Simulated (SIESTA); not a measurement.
Write the native input for SIESTA 5.4.2 that does the following.

```yaml
Task: band structure
Functional: PBEsol
Potentials_or_basis: PseudoDojo 0.4 standard (PBEsol files)
Basis: DZP (energy shift 0.003 Ry; two zetas on semicore shells)
Grid_cutoff: 800 Ry
Energy_shift: 0.003 Ry
k_mesh: 11 × 11 × 11
Occupations: fermi-dirac, width 0.05 eV
Spin: no spin polarisation
```

The system is GaN.

```
CELL_PARAMETERS angstrom
0.00000 2.13524 2.13524
2.13524 0.00000 2.13524
2.13524 2.13524 0.00000
ATOMIC_POSITIONS crystal
Ga 0.00000 0.00000 0.00000
N 0.50000 0.50000 0.50000
```

Measurements of this composition are mostly on another form, of space group No. 186.

These files were run (other wordings do the same):

GaN.fdf

```
SystemName                      GaN
SystemLabel                     GaN
NumberOfSpecies                 2
NumberOfAtoms                   2
%block ChemicalSpeciesLabel
  1  31 Ga
  2   7 N
%endblock ChemicalSpeciesLabel

LatticeConstant                 1.0 Ang
%block LatticeVectors
     0.0000000000     2.1352350000     2.1352350000
     2.1352350000     0.0000000000     2.1352350000
     2.1352350000     2.1352350000     0.0000000000
%endblock LatticeVectors
AtomicCoordinatesFormat         Fractional
%block AtomicCoordinatesAndAtomicSpecies
     0.0000000000     0.0000000000     0.0000000000  1  Ga
     0.5000000000     0.5000000000     0.5000000000  2  N
%endblock AtomicCoordinatesAndAtomicSpecies

%block kgrid.MonkhorstPack
   11   0   0  0.0
    0  11   0  0.0
    0   0  11  0.0
%endblock kgrid.MonkhorstPack
XC.Functional                   GGA
XC.Authors                      PBEsol
PAO.BasisSize                   DZP
PAO.EnergyShift                 0.003 Ry
Mesh.Cutoff                     800 Ry
OccupationFunction              FD
ElectronicTemperature           0.05 eV
MaxSCFIterations                120
SCF.MustConverge                false
SCF.Mixer.Method                Pulay
SCF.Mixer.Weight                0.25
SCF.Mixer.History               8
SCF.DM.Tolerance                5.0e-05
SCF.H.Tolerance                 1.0e-03 eV
WriteForces                     true
Charge.Mulliken                 end
BandLinesScale                  ReciprocalLatticeVectors
%block BandLines
    1    0.000000   0.000000   0.000000  \Gamma
   12    0.500000   0.000000   0.500000  X
    6    0.500000   0.250000   0.750000  W
    4    0.375000   0.375000   0.750000  K
   13    0.000000   0.000000   0.000000  \Gamma
   11    0.500000   0.500000   0.500000  L
    8    0.625000   0.250000   0.625000  U
    4    0.500000   0.250000   0.750000  W
    9    0.500000   0.500000   0.500000  L
    8    0.375000   0.375000   0.750000  K
    1    0.625000   0.250000   0.625000  U
    4    0.500000   0.000000   0.500000  X
%endblock BandLines
%block PAO.Basis
  Ga 4
  n=4 0 2
    6.562 0.000
  n=4 1 2
    9.354 0.000
  n=3 2 2
    3.582 0.000
  n=4 2 1
    9.354
%endblock PAO.Basis
```

Potentials or basis: PseudoDojo 0.4 standard (PBEsol files), DZP (energy shift 0.003 Ry; two zetas on semicore shells).

Launch:

```console
$ siesta GaN.fdf > GaN.out 2>&1
```

Results of the run:

```
Pressure                : -3.9 GPa
Band gap on the k mesh  : 0.43 eV, indirect (least direct gap 2.42 eV)
Band gap along the path : 0.28 eV, indirect (least direct gap 2.42 eV)
```

Caveat: the mesh misses the band edges, which the band path finds closer together; the basis of atomic orbitals isn't converged, which shifts pressures, moduli and gaps.

Wall time 2.6 min on 1 thread of Arm Neoverse V1, with other jobs on the host, peak memory 0.37 GiB.
